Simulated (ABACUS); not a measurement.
The system is NaCl.

```
CELL_PARAMETERS angstrom
0.00000 2.79406 2.79406
2.79406 0.00000 2.79406
2.79406 2.79406 0.00000
ATOMIC_POSITIONS crystal
Cl 0.50000 0.50000 0.50000
Na 0.00000 0.00000 0.00000
```

The cell is a database's computed one.

Base run:

- Program: ABACUS 3.10.1
- Functional: revPBE
- Potentials or basis: PseudoDojo NC SR 0.5 PBE standard
- Cutoff: 1211 eV
- Density cutoff: 4844 eV
- Basis: plane waves
- k mesh: 6 × 6 × 6
- Occupations: fermi-dirac, width 0.05 eV
- Spin: no spin polarisation

Its results: band gap on the k mesh 5.50 eV, direct; pressure 3.3 GPa.

**Question.** The run is repeated on the same cell with these changes: functional from revPBE to PW91; potentials or basis from PseudoDojo NC SR 0.5 PBE standard to PseudoDojo NC SR 0.5 PBE stringent. What comes out?

**Answer.** Band gap on the k mesh 5.22 eV, direct; pressure 1.5 GPa.

Caveats: the potentials were made for another functional, which shifts forces and pressure.

